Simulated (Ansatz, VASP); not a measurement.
Two plane-wave programs on H3Pt

```
H Pt
1.0
     2.96098    0.00000    0.00000
     0.00000    2.96098    0.00000
     0.00000    0.00000    2.96098
H Pt
3 1
Direct
  0.00000 0.50000 0.50000
  0.50000 0.00000 0.50000
  0.50000 0.50000 0.00000
  0.00000 0.00000 0.00000
```

Alike in both runs: functional PBE; k mesh 16 × 16 × 16; occupations gaussian, width 0.1 eV; no spin polarisation.

Ansatz relaxed the structure, and its values are those at the end. VASP's run is a single point on that final structure, the one shown.

|  | VASP | Ansatz |
| --- | --- | --- |
| version | VASP 6.6.1 | Ansatz 0.2.0 |
| potentials or method | VASP PAW PBE potentials, release 64 (H, Pt) | scalar-relativistic, plane waves, PAW |
| plane-wave cutoff (eV) | 520 | 420 |
| valence electrons in the cell | 13 | 21 |

|  | VASP | Ansatz | Ansatz less VASP |
| --- | --- | --- | --- |
| gap on the k mesh at the Fermi level (eV) | none | none | - |
| pressure (GPa) | -0.4 | 0.0 | +0.43 |

A gap of «none» marks a metal or a gap that the smearing closes. The two sets of potentials don't hold the same shells in valence.

Spin-orbit coupling is left out, which matters for the levels of Pt.
